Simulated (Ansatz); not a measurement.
Runs of Ansatz 0.2.0 on CdS (Hawleyite). It takes space group F-43m (No. 216, cubic). Conventional cell: a = 5.833 Å, b = 5.833 Å, c = 5.833 Å, α = 90.00°, β = 90.00°, γ = 90.00°. Around Cd (site symmetry -43m) lie 4 S at 2.53 Å. Around S (site symmetry -43m) lie 4 Cd at 2.53 Å. 

```tsv
task	level	cell	cutoff (eV)	points for each segment of the path	gap on the mesh (eV)	pressure (GPa)	V0 of scaled cells (Å³/atom)	relaxed volume (Å³/atom)	B0 (GPa)
equation of state	revPBE+D3(BJ)	as given	420	-	-	-	24.83	-	59
relaxation of cell and atoms	SVWN5	relaxed	420	-	0.95	0.0	-	23.83	-
band structure	rPW86-PBE	as given	420	14	1.03	(b)	-	-	-
equation of state	r2SCAN+rVV10	as given	500	-	-	-	25.03	-	(a)
relaxation of cell and atoms	PBEsol+D4	relaxed	420	-	(c)	0.0	-	24.25	-
```

Alike in all rows: potentials or basis Ansatz PAW; no spin polarisation; k mesh 8 × 8 × 8; smearing fermi-dirac 0.05 eV.

Problem. Estimate the missing entries.

Solution. (a) 63; (b) 5.2; (c) 1.05.

Caveats: the PAW data sets come from PBE, with cores solved anew for the run's functional, which leaves a small shift of forces and pressure (some runs); the plane-wave basis is chosen anew once the cell has moved, so the energies of steps on either side of that aren't comparable (some runs); the potentials were made for another functional, which shifts forces and pressure (some runs); the PAW data sets were made with another functional, which shifts forces and pressure a little (some runs).

A k mesh can miss the band edges, and the runs leave out spin-orbit coupling on Cd.

Runs at the PBE level aren't shown here.
